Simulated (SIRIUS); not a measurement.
# WS2 (Tungstenite): single point with PBEsol

Crystal: WS2 (Tungstenite).

```
W S
1.0
     3.18000    0.00000    0.00000
    -1.59000    2.75396    0.00000
     0.00000    0.00000   12.50000
W S
2 4
Direct
  0.67041 0.33213 0.74851
  0.35153 0.67611 0.24816
  0.65055 0.32885 0.37056
  0.33238 0.66576 0.86980
  0.68359 0.34050 0.12215
  0.35274 0.67578 0.62642
```

The cell isn't the ideal one: atoms moved at random, drawn with an rms of 0.05 Å.

- Program: SIRIUS 7.12.0
- Task: single point
- Functional: PBEsol
- Potentials or basis: PseudoDojo 0.4.1 PBEsol standard (scalar relativistic)
- Cutoff: 1030 eV
- Density cutoff: 4119 eV
- k mesh: 10 × 10 × 3
- Occupations: fermi-dirac, width 0.05 eV
- Spin: no spin polarisation

```yaml
Pressure: 0.2 GPa
Largest_force: 1.343 eV/Å
Band_gap_on_the_k_mesh: 1.07 eV
```

Forces in eV/Å, atoms in the order of the input:
```
W    0.187  0.328 -0.153
W   -0.948 -0.459 -0.833
S    0.906  0.376  0.537
S    0.166 -0.013  0.802
S    0.040  0.081  0.303
S   -0.353 -0.313 -0.656
```

Stress tensor (GPa, compression positive):
```
-2.04 -0.64  3.01
-0.64 -1.16  1.29
 3.01  1.29  3.88
```

Run time: 7.4 min on 4 threads of Intel(R) Xeon(R) 6975P-C (Granite Rapids), on a shared host, peak memory 5.1 GiB.

Caveat: spin-orbit coupling is left out, which moves the levels of the heavy elements; an odd mesh through Γ misses points on the zone boundary, where band edges often lie.
